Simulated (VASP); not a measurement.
# Er (Fm-3m) in VASP: notebook

Runs on Er. Level: PBE. Tasks: single point.

Everything below comes from runs of VASP 6.6.1. Logs are shortened: lines on timing, memory, paths and dates and some standing lists are left out, and cuts for length are marked.

## 1. The crystal as given

It takes space group Fm-3m (No. 225, cubic). Conventional cell: a = 4.960 Å, b = 4.960 Å, c = 4.960 Å, α = 90.00°, β = 90.00°, γ = 90.00°. Around Er (site symmetry m-3m) lie 12 Er at 3.51 Å.

This isn't the form of Er at room conditions, which is hcp.

## 2. Single point, PBE, collinear spin, ferromagnetic start

INCAR

```
SYSTEM = Er
PREC     = Accurate       ! precision mode
ENCUT    = 450            ! plane-wave cutoff, eV
EDIFF    = 1E-6           ! SCF threshold, eV
ISMEAR   = -1             ! smearing method
SIGMA    = 0.2            ! smearing width, eV
LREAL    = .False.        ! projectors in reciprocal space
LASPH    = .True.         ! aspherical terms in the spheres
NELM     = 100            ! most SCF steps
ALGO     = Normal         ! electronic algorithm
ISIF     = 2              ! what is computed and relaxed
LWAVE    = .False.        ! write WAVECAR
LCHARG   = .False.        ! write CHGCAR
ISPIN    = 2              ! spin polarisation
MAGMOM   = 3              ! initial moments
LORBIT   = 11             ! projections on sites
LMAXMIX  = 6              ! l up to which the mixer works
GGA      = PE             ! functional
ADDGRID  = .False.
```

KPOINTS

```
Automatic mesh
0
Gamma
  10 10 10
  0 0 0
```

POSCAR

```
Er
1.0
   -0.0089250000      2.4571370000      2.4791170000
    2.4542050000     -0.0023290000      2.4725200000
    2.4870360000      2.4833720000     -0.0351600000
Er
1
Direct
   -0.0043710000     -0.0077920000     -0.0181410000
```

Potentials or basis: VASP PAW PBE potentials, release 64 (Er_3), 4f in core.

Started as:

```console
$ cat potpaw_PBE.64/Er_3/POTCAR > POTCAR
$ mpirun -np 1 vasp_std > vasp.out
```

OUTCAR:

```text
SYSTEM = Er
   PREC = Accurate
   ENCUT = 450
   EDIFF = 1E-6
   ISMEAR = -1
   LREAL = .False.
   LASPH = .True.
   NELM = 100
   ISIF = 2
   ISPIN = 2
   LORBIT = 11
   GGA = PE

 Found    504 irreducible k-points:

 Following reciprocal coordinates:
            Coordinates               Weight
  0.000000  0.000000  0.000000      1.000000
  0.100000  0.000000 -0.000000      2.000000
  0.200000  0.000000 -0.000000      2.000000
  0.300000  0.000000 -0.000000      2.000000
  0.400000  0.000000 -0.000000      2.000000
  0.500000  0.000000 -0.000000      1.000000
   k-points           NKPTS =    504   k-points in BZ     NKDIM =    504   number of bands    NBANDS=     10
   number of dos      NEDOS =    301   number of ions     NIONS =      1
   total plane-waves  NPLWV =  13824
   dimension x,y,z NGX =    24 NGY =   24 NGZ =   24
   dimension x,y,z NGXF=    48 NGYF=   48 NGZF=   48
   ions per type =               1
   NGX,Y,Z   is equivalent  to a cutoff of  11.43, 11.45, 11.35 a.u.
   NGXF,Y,Z  is equivalent  to a cutoff of  22.86, 22.91, 22.70 a.u.
 SYSTEM =  Er
   PREC   = accura    normal or accurate (medium, high low for compatibility)
   ISTART =      0    job   : 0-new  1-cont  2-samecut
   ICHARG =      2    charge: 1-file 2-atom 10-const
   ISPIN  =      2    spin polarized calculation?
   LNONCOLLINEAR =      F non collinear calculations
   LSORBIT =      F    spin-orbit coupling
   LASPH  =      T    aspherical Exc in radial PAW
   ENCUT  =  450.0 eV  33.07 Ry    5.75 a.u.   6.04  6.03  6.08*2*pi/ulx,y,z
   NELM   =    100;   NELMIN=  2; NELMDL= -5     # of ELM steps
   EDIFF  = 0.1E-05   stopping-criterion for ELM
   LREAL  =      F    real-space projection
   EDIFFG = 0.1E-04   stopping-criterion for IOM
   NSW    =      0    number of steps for IOM
   IBRION =     -1    ionic relax: 0-MD 1-quasi-New 2-CG
   NFREE  =      0    steps in history (QN), initial steepest desc. (CG)
   ISIF   =      2    stress and relaxation
   ISYM   =      2    0-nonsym 1-usesym 2-fastsym
   POTIM  = 0.5000    time-step for ionic-motion
   TEBEG  =    0.0;   TEEND  =   0.0 temperature during run
   PSTRESS=    0.0 pullay stress
   NELECT =       9.0000    total number of electrons
   NUPDOWN=      -1.0000    fix difference up-down
   EMIN   =  10.00;   EMAX   =-10.00  energy-range for DOS
   EFERMI =   0.00;   METHOD = LEGACY
   ISMEAR =    -1;   SIGMA  =   0.20  broadening in eV -4-tet -1-fermi 0-gaus
   EFERMI_NEDOS =   21; number of points for ismear=-14 and -15
   IALGO  =     38    algorithm
   IMIX   =      4    mixing-type and parameters
     AMIX     =   0.40;   BMIX     =  1.00
     AMIX_MAG =   1.60;   BMIX_MAG =  1.00
  volume/ion in A,a.u.               =      30.50       205.83
  Fermi-wavevector in a.u.,A,eV,Ry     =   1.089904  2.059619 16.162220  1.187890
  Thomas-Fermi vector in A             =   2.226117
   LORBIT       =     11    0 simple, 1 ext, 2 COOP (PROOUT), +10 PAW based schemes
   GGA     = PE    functional components
   LHFCALC =     F    Hartree Fock is set to
   AEXX    =    0.0000 exact exchange contribution
   IVDW    =     0    specifies the selected vdW correction
   LEPSILON=     F    determine dielectric tensor
   LRPA    =     F    only Hartree local field effects (RPA)
 spin polarized calculation
  energy-cutoff  :      450.00
  volume of cell :       30.50
 maximum number of plane-waves:       672
   NGX = 13   NGY = 13   NGZ = 13

 number of electron       9.0000000 magnetization      -0.0295144

 number of electron       9.0000000 magnetization       0.0011918

 Free energy of the ion-electron system (eV)
  ---------------------------------------------------
  ext. energy  EPLUGINS =         0.00000000
  ---------------------------------------------------
  free energy    TOTEN  =        -4.56556080 eV

  energy without entropy =       -4.37171303  energy(sigma->0) =       -4.46863692

 E-fermi :   3.0639     XC(G=0):  -9.8749

 val. band max:        3.0633013877   @ k =  -0.4000   0.2000   0.2000
 cond. band min:       3.0652182502   @ k =   0.2000   0.4000   0.4000
 fundamental gap:      0.0019168625
 Fermi energy:         3.0638999626

 spin component 1

 k-point     1 :       0.0000    0.0000    0.0000
  band No.  band energies     occupation
      1     -21.3130      1.00000
      2     -21.2991      1.00000
      3     -21.2959      1.00000
      4      -2.4843      1.00000
      5       4.9209      0.00009
      6       5.1611      0.00003
      7       5.1877      0.00002
      8       7.3864      0.00000
      9       7.5004      0.00000
     10      12.6394      0.00000
[... 53 lines left out ...]
 k-point     6 :       0.5000    0.0000   -0.0000
  band No.  band energies     occupation
      1     -21.9059      1.00000
      2     -21.3867      1.00000
      3     -21.3811      1.00000
      4       0.6702      0.99999
      5       3.7768      0.02753
      6       4.7680      0.00020
      7       4.9976      0.00006
      8       9.0650      0.00000
      9       9.3106      0.00000
     10      11.3718      0.00000

 [... further k-points ...]

 spin component 2

 k-point     1 :       0.0000    0.0000    0.0000
  band No.  band energies     occupation
      1     -21.3128      1.00000
      2     -21.2989      1.00000
      3     -21.2957      1.00000
      4      -2.4832      1.00000
      5       4.9218      0.00009
      6       5.1619      0.00003
      7       5.1885      0.00002
      8       7.3869      0.00000
      9       7.5009      0.00000
     10      12.6407      0.00000
[... 53 lines left out ...]
 k-point     6 :       0.5000    0.0000   -0.0000
  band No.  band energies     occupation
      1     -21.9057      1.00000
      2     -21.3864      1.00000
      3     -21.3809      1.00000
      4       0.6713      0.99999
      5       3.7779      0.02739
      6       4.7687      0.00020
      7       4.9984      0.00006
      8       9.0653      0.00000
      9       9.3109      0.00000
     10      11.3724      0.00000

 [... further k-points ...]
[... 5 lines left out ...]
  --------------------------------------------------------------------------------------
  -------------------------------------------------------------------------------------
  Total        0.1360150      0.1424685      0.0955171     -0.0638268      0.0745624      0.1082843
  in kB        7.1448733      7.4838773      5.0175154     -3.3528257      3.9167647      5.6881786
  external PRESSURE =       6.5487554 kB  Pullay stress =       0.0000000 kB

 VOLUME and BASIS-vectors are now :
 -----------------------------------------------------------------------------
  energy-cutoff  :      450.00
  volume of cell :       30.50
      direct lattice vectors                 reciprocal lattice vectors
    -0.008925000  2.457137000  2.479117000    -0.201313527  0.204442392  0.200014888
     2.454205000 -0.002329000  2.472520000     0.204685885 -0.202140878  0.201085569
     2.487036000  2.483372000 -0.035160000     0.199378760  0.200206110 -0.197713292

 POSITION                                       TOTAL-FORCE (eV/Angst)
 -----------------------------------------------------------------------------------
      4.86811      4.88241      4.88701         0.000000      0.000000     -0.000000
 -----------------------------------------------------------------------------------
    total drift:                               -0.000002     -0.000001     -0.000000

  FREE ENERGIE OF THE ION-ELECTRON SYSTEM (eV)
  ---------------------------------------------------
  free  energy   TOTEN  =        -4.5655608047 eV

  energy  without entropy=       -4.3717130257  energy(sigma->0) =       -4.46863692

 total charge

# of ion       s       p       d       tot
------------------------------------------
    1        0.513   6.517   1.097   8.127

 magnetization (x)

# of ion       s       p       d       tot
------------------------------------------
    1        0.000   0.000   0.000   0.001
```

OSZICAR:

```text
N       E                     dE             d eps       ncg     rms          rms(c)
DAV:   1     0.112599637603E+02    0.11260E+02   -0.43443E+03 28924   0.807E+02
DAV:   2    -0.306730509359E+01   -0.14327E+02   -0.13554E+02 28588   0.249E+02
DAV:   3    -0.364070087331E+01   -0.57340E+00   -0.53388E+00 31480   0.540E+01
DAV:   4    -0.364844120380E+01   -0.77403E-02   -0.76426E-02 36040   0.292E+00
DAV:   5    -0.364846365156E+01   -0.22448E-04   -0.22428E-04 31774   0.981E-02    0.211E+01
DAV:   6    -0.448377437740E+01   -0.83531E+00   -0.23313E-01 32104   0.470E+00    0.133E+01
DAV:   7    -0.454892741117E+01   -0.65153E-01   -0.51620E-02 31876   0.228E+00    0.677E+00
DAV:   8    -0.455866739542E+01   -0.97400E-02   -0.66321E-02 31792   0.216E+00    0.141E+00
DAV:   9    -0.456512317423E+01   -0.64558E-02   -0.34871E-03 31796   0.739E-01    0.284E-01
DAV:  10    -0.456547913069E+01   -0.35596E-03   -0.87366E-04 32418   0.180E-01    0.198E-01
DAV:  11    -0.456555660257E+01   -0.77472E-04   -0.16417E-04 30718   0.926E-02    0.367E-02
DAV:  12    -0.456555984119E+01   -0.32386E-05   -0.74714E-06 30912   0.244E-02    0.291E-02
DAV:  13    -0.456556080474E+01   -0.96355E-06   -0.29913E-06 25774   0.104E-02
   1 F= -.45655608E+01 E0= -.44686369E+01  d E =-.193848E+00  mag=    -0.0005
```

Wall time 66 s (1 thread of Intel Xeon 6975P-C (Granite Rapids), shared host); peak memory 0.31 GiB.

These settings aren't checked as converged: the numbers below hold their error.

Results:

| Quantity | Value |
| --- | --- |
| Free energy | -4.5656 eV |
| Pressure | 0.7 GPa |
| Band gap on the k mesh | none (metal or under the smearing width) |
| Net moment | 0.00 μB per cell |
| Valence electrons inside the program's atomic spheres | Er 8.13 |

Caveat: the magnetic or orbital state may not be the lowest; spin-orbit coupling is left out, which moves the levels of the heavy elements; the 4f electrons are frozen in the core as for a trivalent ion, so they carry no moment and show no levels.

## 3. Single point, PBE, collinear spin, ferromagnetic start

Changes to INCAR since step 2:

```diff
@@ -4,3 +4,3 @@
 EDIFF    = 1E-6           ! SCF threshold, eV
-ISMEAR   = -1             ! smearing method
+ISMEAR   = 0              ! smearing method
 SIGMA    = 0.2            ! smearing width, eV
```

KPOINTS

```
Automatic mesh
0
Gamma
  11 11 11
  0 0 0
```

POSCAR

```
Er
1.0
    0.0000000000      2.4798434248      2.4798434248
    2.4798434248      0.0000000000      2.4798434248
    2.4798434248      2.4798434248      0.0000000000
Er
1
Direct
    0.0000000000      0.0000000000      0.0000000000
```

Potentials or basis: VASP PAW PBE potentials, release 64 (Er_3), 4f in core.

Started as:

```console
$ cat potpaw_PBE.64/Er_3/POTCAR > POTCAR
$ mpirun -np 1 vasp_std > vasp.out
```

Wall time 13 s (1 thread of Intel Xeon 6975P-C (Granite Rapids), shared host); peak memory 0.16 GiB.

These settings aren't checked as converged: the numbers below hold their error.

Results:

```yaml
Free_energy: -4.4865 eV
Pressure: 0.0 GPa
Band_gap_on_the_k_mesh: none (metal or under the smearing width)
Net_moment: 0.00 μB per cell
Valence_electrons_inside_the_program's_atomic_spheres: Er 8.12
```

Caveat: the magnetic or orbital state may not be the lowest; spin-orbit coupling is left out, which moves the levels of the heavy elements; the 4f electrons are frozen in the core as for a trivalent ion, so they carry no moment and show no levels.
